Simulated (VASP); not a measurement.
Input of a VASP 6.6.1 run:

The input INCAR:

```
SYSTEM = Nb
PREC     = Accurate       ! precision mode
ENCUT    = 700            ! plane-wave cutoff, eV
EDIFF    = 1E-6           ! SCF threshold, eV
ISMEAR   = 0              ! smearing method
SIGMA    = 0.1            ! smearing width, eV
LREAL    = .FALSE.        ! projectors in reciprocal space
LASPH    = .TRUE.         ! aspherical terms in the spheres
NELM     = 100            ! most SCF steps
ALGO     = Normal         ! electronic algorithm
ISIF     = 2              ! what is computed and relaxed
LWAVE    = .FALSE.        ! write WAVECAR
LCHARG   = .FALSE.        ! write CHGCAR
GGA      = PS             ! functional
NBANDS   = 12             ! bands
```

File KPOINTS:

```
regular mesh
0
G
  18 18 18
  0 0 0
```

Contents of POSCAR:

```
Nb
1.0
    0.0000000000      2.0841500000      2.0841500000
    2.0841500000      0.0000000000      2.0841500000
    2.0841500000      2.0841500000      0.0000000000
Nb
1
Direct
    0.0000000000      0.0000000000      0.0000000000
```

Potentials or basis: VASP PAW PBE potentials, release 64 (Nb_sv).

Command:

```console
$ cat potpaw_PBE.64/Nb_sv/POTCAR > POTCAR
$ mpirun -np 1 vasp_std > vasp.out
```

(1) What does it give for the band gap on the k mesh?

(2) What does it give for the pressure?

## Answers

(1) none (metal or under the smearing width).

(2) 0.0 GPa.

Caveat: the PAW data sets were made with another functional, which shifts forces and pressure a little.
